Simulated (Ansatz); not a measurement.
# AgCl (Chlorargyrite) (Fm-3m) in Ansatz: convergence with ecutrho ratio

Aim: find how far ecutrho ratio must go before the results for AgCl (Chlorargyrite) settle, at r2SCAN. This setting moves, with any that are tied to it; all else stays.

Everything below comes from runs of Ansatz 0.2.0. Logs are shortened: lines on timing, memory, paths and dates and some standing lists are left out, and cuts for length are marked.

### 1 Starting point

It takes space group Fm-3m (No. 225, cubic). Conventional cell: a = 5.470 Å, b = 5.470 Å, c = 5.470 Å, α = 90.00°, β = 90.00°, γ = 90.00°. Around Ag (site symmetry m-3m) lie 6 Cl at 2.73 Å. Cl (site symmetry m-3m) has 6 Ag at 2.73 Å as nearest neighbours.

### 2 With ecutrho ratio 4

Contents of input.yaml:

```yaml
crystal:
  lattice:
    - [0.0, 2.735, 2.735]
    - [2.735, 0.0, 2.735]
    - [2.735, 2.735, 0.0]
  atoms:
    - { symbol: Ag, position: [0.0, 0.0, 0.0] }
    - { symbol: Cl, position: [0.5, 0.5, 0.5] }
hamiltonian:
  xc: r2scan
  pseudopotentials: { kind: paw, level: accurate }
kpoints:
  mp_grid: { grid: [7, 7, 7] }
scf:
  occupations: { method: methfessel_paxton, width: 0.05 }
output:
  forces: true
  stress: true
  eigenvalues: true
basis:
  ecutrho_ratio: 4
```

Potentials or basis: Ansatz PAW earlier set.

The run is started by

```sh
$ ansatz run input.yaml --threads 2 --pin off --max-ram 5632MiB --backend cpu --events-out ev --progress --plain --runs-dir out
```

Standard output:

```text
Warning: RAYON_NUM_THREADS=2 ignored (pool sized by the plan → 2); use --threads N
Ag: no accurate dataset and no `high` cutoffs over those recommended for this run, though `hamiltonian.pseudopotentials.level` is `accurate`: for each of these the run reads a file's first dataset; to run at a higher cutoff, type a higher `basis.ecutwfc`
Engine: ansatz 0.2.0, aarch64-unknown-linux-gnu
Pseudopotentials: kind: paw, level: accurate
Pseudopotential: Ag, paw, valence charge 19, recommended cutoff 680 eV (meta_gga), Ag.paw.azcp
Pseudopotential: Cl, paw, valence charge 7, recommended cutoff 900 eV (high), Cl.paw.azcp
Functional definition: r2SCAN
  parameter k0 = 0.174
  parameter k1 = 0.065
  parameter a1 = 4.9479
  exchange = r2scan_x(k0 = k0, k1 = k1, a1 = a1)
  correlation = r2scan_c
Crystal: 2 atoms, lattice volume = 40.917 Å³
Basis set: ecut = 900 eV, 2565 PW (Γ), exchange–correlation on 160×160×160 points (64 copies of the dense FFT grid, shifted against one another)
Bands: 17, of which v1, the nominal top of the filled ones, is band 13 counted from 1 (12 counted from 0)
Symmetry: 48 space group operations
Space group: Fm-3m (ITA 225), of the structure as read, at distance tolerance 3.4e-5 Å
k-points: 20 of 343
Non-local potential: Ag, projectors of the file, l = 0: 3, l = 1: 2, l = 2: 2, l = 3: 2
Non-local potential: Cl, projectors of the file, l = 0: 2, l = 1: 2, l = 2: 2, l = 3: 1
PAW form: soft (Blöchl's): semilocal exchange-correlation on the pseudo side does not see the compensation charge
PAW frozen core: Ag, regenerated for the run's functional (the file was generated under x = pbe(κ = 0.804, μ = 0.2195149727645171), c = pbe(β = 0.06672455060314922))
PAW frozen core: Cl, regenerated for the run's functional (the file was generated under x = pbe(κ = 0.804, μ = 0.2195149727645171), c = pbe(β = 0.06672455060314922))
PAW one-centre angular grid: Ag, 590 points (default); XC on 160 Gauss nodes
PAW one-centre angular grid: Cl, 302 points (default); XC on 160 Gauss nodes
Initial density: superposition of atomic densities (chi_scale 0.1, normalization cell, long waves kept (reshape's long-wave potential 0.00 eV rms))
Initial wavefunctions: pseudopotential atomic-orbital guess
Functional: x = r2scan, c = r2scan; τ floored in thin density (d = 2e-4 eV/Å³)
SCF iter   1: F=—  HF=-8704.205497 eV  |F-HF|=—  |Δ(HF+E_count)|=         —  Δρ=7.01e-2  dr2=2.46e0  dr2_τ=9.47e-2  ethr=3.10e-3  ⟨swp⟩=6.2  Hψ=1944  notcnv=0
preconditioner: auto → none  [insulator: Δε(μ)=1.553 eV  Ē_g=12.514 eV  σ=0.050 eV  W_gap=1.00  n_scr=14 (ndim 8)  ℏωp=24.6 eV  f_vac=0.008  D(μ)=-0.00/eV (n_scr^D=0)  ε∞_Penn≈4.9]
SCF iter   2: F=—  HF=-8703.480524 eV  |F-HF|=—  |Δ(HF+E_count)|=   7.25e-1  S|Δr|=    0.00e0  Δρ=3.07e-2  dr2=2.92e-1  dr2_τ=1.64e-1  ethr=3.10e-3  ⟨swp⟩=3.0  Hψ=901  notcnv=0
SCF iter   3: F=—  HF=-8703.363939 eV  |F-HF|=—  |Δ(HF+E_count)|=   1.17e-1  S|Δr|=    0.00e0  Δρ=1.33e-2  dr2=2.07e-2  dr2_τ=2.13e-3  ethr=1.12e-3  ⟨swp⟩=4.0  Hψ=892  notcnv=0
SCF iter   4: F=—  HF=-8703.367539 eV  |F-HF|=—  |Δ(HF+E_count)|=   3.60e-3  S|Δr|=    0.00e0  Δρ=2.87e-3  dr2=1.87e-3  dr2_τ=5.52e-4  ethr=7.97e-5  ⟨swp⟩=2.0  Hψ=624  notcnv=0
SCF iter   5: F=—  HF=-8703.367134 eV  |F-HF|=—  |Δ(HF+E_count)|=   4.05e-4  S|Δr|=    0.00e0  Δρ=4.83e-4  dr2=8.66e-5  dr2_τ=6.71e-6  ethr=7.18e-6  ⟨swp⟩=2.0  Hψ=580  notcnv=0
SCF iter   6: F=—  HF=-8703.367130 eV  |F-HF|=—  |Δ(HF+E_count)|=   4.74e-6  S|Δr|=    0.00e0  Δρ=2.09e-4  dr2=1.73e-5  dr2_τ=2.30e-6  ethr=3.33e-7  ⟨swp⟩=2.1  Hψ=525  notcnv=0
SCF iter   7: F=—  HF=-8703.367125 eV  |F-HF|=—  |Δ(HF+E_count)|=   4.22e-6  S|Δr|=    0.00e0  Δρ=6.12e-5  dr2=1.60e-6  dr2_τ=7.73e-8  ethr=6.67e-8  ⟨swp⟩=2.2  Hψ=466  notcnv=0
SCF iter   8: F=-8703.367125 eV  HF=-8703.367125 eV  |F-HF|=1.45e-8  |Δ(HF+E_count)|=   4.26e-7  S|Δr|=    0.00e0  Δρ=7.19e-6  dr2=1.92e-8  dr2_τ=2.17e-9  ethr=3.85e-10  ⟨swp⟩=4.8  Hψ=1780  notcnv=0
SCF 1 converged in 8 iterations: F = -8703.367125 eV  dr2 = 1.92e-8
SCF converged after 8 iterations
Stability not checked: this state was not tested for a lower state beside it, because cold or Methfessel-Paxton smearing, or corrected tetrahedra, fill the levels in a way that the test cannot read (fill_not_monotonic; see scf.lower_state_search)
Free energy (F): -8703.367125 eV
Harris-Foulkes:  -8703.367125 eV  (|F-HF|=1.45e-8)
Internal energy: -8703.367125 eV  (E = F + TS)
E sigma→0 (E₀):  -8703.367125 eV
Fermi energy:    9.981554 eV
Step filling:    the computed levels leave a gap of 1.5592 eV = 31.2 smearing widths at the electron count; against every level under it full and every level over it empty, smearing changes F+E_penalty+E_count by +8.57e-107 meV and its σ→0 estimate by -1.04e-104 meV
--- Per-component energies (eV) ---
  E_band       = -348.110082
  E_kinetic    = 725.764152
  E_local      = -3339.202542  (includes V_loc(G=0)·N_el)
  E_nonlocal   = 246.713599
  E_hartree    = 1133.672098
  E_xc         = -260.839184
  E_vxc        = -349.760641  (∫ρ·V_xc dr)
  E_paw        = -4353.044229  (= ΣΔE_a)
  E_vpaw       = 76.622776  (= ΣTr[D̂ρ^β])
  E_aug_tail   = 0.000008  (compensation charges beyond the density's cutoff)
  E_vtau       = 24.417047  (kinetic-family band-sum trace: ∫τ·v_τ [+ j·A + Jᵃ·Aᵃ] dr)
  E_ewald      = -2855.792444
  E_core_change = -0.638583  (= ΣΔE_core)
  E_smearing   = 0.000000  (= −TS)
  E_closure    = -0.000000  (closes the sum)
  Σ components = -8703.367125   (vs F -8703.367125, Δ=0.00e0)
--- Forces (eV/Å), atoms counted from 1 ---
  atom   1  Ag    -0.00000000    -0.00000000    -0.00000000
  atom   2  Cl    -0.00000000     0.00000000     0.00000000
  max |Σ_I F_I| component: 7.66e-30 eV/Å
--- Stress (GPa, compression-positive) ---
        2.357473       0.000000       0.000000
       -0.000000       2.357473      -0.000000
       -0.000000       0.000000       2.357473
  P = ⅓ Tr σ = 2.3575 GPa (23.575 kbar)
--- Band table (eV; the first three rows and the last of 20) ---
  k-point 0: bands = ["-82.9614", "-45.6204", "-45.6204", "-45.6204", "-6.7880", "6.6500", "6.6500", "6.6500", "6.6889", "6.6889", "6.6889", "6.7087", "6.7087", "10.7589", "20.4547", "20.4547", "20.4547"]
  k-point 1: bands = ["-82.9614", "-45.6211", "-45.6205", "-45.6205", "-6.7016", "5.6941", "5.7987", "5.7987", "6.7259", "6.7259", "6.9840", "7.6964", "7.6964", "11.6496", "18.9038", "20.1101", "20.1101"]
  k-point 2: bands = ["-82.9613", "-45.6226", "-45.6207", "-45.6207", "-6.4968", "4.4809", "5.1341", "5.1341", "6.8900", "6.8900", "7.1886", "8.6143", "8.6143", "13.1626", "17.2461", "18.6360", "18.6360"]
  k-point 19: bands = ["-82.9612", "-45.6229", "-45.6227", "-45.6217", "-6.2474", "4.5831", "4.8318", "4.9885", "6.9637", "7.0989", "7.2689", "7.4418", "8.1980", "14.0651", "16.9733", "17.7595", "18.7157"]
```

It took 3.6 s on 2 threads of Arm Neoverse V1, shared host; peak memory 0.61 GiB.

Results:

- Free energy: -8703.3671 eV
- Pressure: 2.4 GPa
- Band gap on the k mesh: 1.56 eV, indirect (least direct gap 3.95 eV)

### 3 With ecutrho ratio 5

input.yaml: that of step 2 with these lines changed.

```diff
@@ -20,2 +20,2 @@
 basis:
-  ecutrho_ratio: 4
+  ecutrho_ratio: 5
```

Potentials or basis: Ansatz PAW earlier set.

The run is started by

```sh
$ ansatz run input.yaml --threads 2 --pin off --max-ram 5632MiB --backend cpu --events-out ev --progress --plain --runs-dir out
```

Wall time 4.1 s (2 threads of Arm Neoverse V1, shared host); peak memory 0.74 GiB.

What came out:

| Quantity | Value |
| --- | --- |
| Free energy | -8703.3671 eV |
| Pressure | 2.4 GPa |
| Band gap on the k mesh | 1.56 eV, indirect (least direct gap 3.95 eV) |

### 4 With ecutrho ratio 6

input.yaml: that of step 3 with these lines changed.

```diff
@@ -20,2 +20,2 @@
 basis:
-  ecutrho_ratio: 5
+  ecutrho_ratio: 6
```

The run is started by

```sh
$ ansatz run input.yaml --threads 2 --pin off --max-ram 5632MiB --backend cpu --events-out ev --progress --plain --runs-dir out
```

Run time: 4.1 s. Hardware: 2 threads of Arm Neoverse V1, shared host; peak memory 0.83 GiB.

Results:

```
Free energy            : -8703.3671 eV
Pressure               : 2.4 GPa
Band gap on the k mesh : 1.56 eV, indirect (least direct gap 3.95 eV)
```

### 5 With ecutrho ratio 8

input.yaml: that of step 4 with these lines changed.

```diff
@@ -20,2 +20,2 @@
 basis:
-  ecutrho_ratio: 6
+  ecutrho_ratio: 8
```

The run is started by

```sh
$ ansatz run input.yaml --threads 2 --pin off --max-ram 5632MiB --backend cpu --events-out ev --progress --plain --runs-dir out
```

Run time: 5 s. Hardware: 2 threads of Arm Neoverse V1, shared host; peak memory 1.1 GiB.

It converged, with:

| Quantity | Value |
| --- | --- |
| Free energy | -8703.3671 eV |
| Pressure | 2.4 GPa |
| Band gap on the k mesh | 1.56 eV, indirect (least direct gap 3.95 eV) |

### 6 With ecutrho ratio 10

input.yaml: that of step 5 with these lines changed.

```diff
@@ -20,2 +20,2 @@
 basis:
-  ecutrho_ratio: 8
+  ecutrho_ratio: 10
```

Potentials or basis: Ansatz PAW earlier set.

The run is started by

```sh
$ ansatz run input.yaml --threads 2 --pin off --max-ram 5632MiB --backend cpu --events-out ev --progress --plain --runs-dir out
```

It took 5.7 s on 2 threads of Arm Neoverse V1, shared host; peak memory 1.3 GiB.

Results (log left out):

| Item | Value |
| --- | --- |
| Free energy | -8703.3671 eV |
| Pressure | 2.4 GPa |
| Band gap on the k mesh | 1.56 eV, indirect (least direct gap 3.95 eV) |

### 7 With ecutrho ratio 12

input.yaml: that of step 6 with these lines changed.

```diff
@@ -20,2 +20,2 @@
 basis:
-  ecutrho_ratio: 10
+  ecutrho_ratio: 12
```

The run is started by

```sh
$ ansatz run input.yaml --threads 2 --pin off --max-ram 5632MiB --backend cpu --events-out ev --progress --plain --runs-dir out
```

It took 8 s on 2 threads of Arm Neoverse V1, shared host; peak memory 2 GiB.

It converged, with:

| Item | Value |
| --- | --- |
| Free energy | -8703.3671 eV |
| Pressure | 2.4 GPa |
| Band gap on the k mesh | 1.56 eV, indirect (least direct gap 3.95 eV) |

### 8 The series at a glance

```csv
ecutrho ratio,"energy less the tightest run, at zero smearing (meV/atom)",SCF cycles,CPU time (s),peak memory (GiB)
4,0.00,8,6.9,0.61
5,0.00,8,7.8,0.74
6,0.00,8,8,0.83
8,0.00,8,9.7,1.1
10,0.00,8,11,1.3
12,0.00,8,16,2
```

Against the tightest run, the energy stays within 1 meV/atom from 4 on. The tightest run that finished is the yardstick and may itself not be fully converged.

Caveats: odd divisions of the mesh miss points on the zone boundary, where band edges often lie, so the gap on the mesh can be too wide; the PAW data sets come from PBE, with cores solved anew for the run's functional, which leaves a small shift of forces and pressure.
